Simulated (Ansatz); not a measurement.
A crystal relaxed with r2SCAN in the PAW code Ansatz has space group Pnma (No. 62) and a = 5.796 Å, b = 8.096 Å, c = 5.678 Å.

| atom | site | x | y | z |
| --- | --- | --- | --- | --- |
| La | 4c | 0.9561 | 0.2500 | 0.0109 |
| Xx | 4b | 0.5000 | 0.0000 | 0.0000 |
| O | 4c | 0.5322 | 0.2500 | 0.9020 |
| O | 8d | 0.2958 | 0.9479 | 0.7043 |

The r2SCAN gap is direct at Γ: 4.50 eV. HSE06 gives a direct gap of 5.85 eV at Γ. PBE gives a direct gap of 3.93 eV at Γ. Meshes: r2SCAN 4×4×4, HSE06 4×2×4, PBE 4×4×4. r2SCAN's ε∞ is 4.6, 4.5 and 4.7 along x, y and z.

Q: Which element is Xx?
A. Y
B. Lu
C. Sc

A: C. Xx is Sc: LaScO3 (Pnma) from a database of computed structures. La is surrounded by 8 O at 2.39–2.89 Å; Sc is surrounded by 6 O at 2.10–2.11 Å; O is surrounded by 2 Sc at 2.11 Å and 2 La at 2.39–2.53 Å; O is surrounded by 2 Sc at 2.10–2.11 Å and 3 La at 2.42–2.89 Å.

(Simulation; spin polarisation is off.)

The runs are scalar-relativistic, without spin-orbit coupling.

The meshes of the hybrids are coarse, so their gaps aren't converged to the digits shown.

For a response run the program warns that the ground state's bands aren't all converged, so ε∞ carries an extra error.
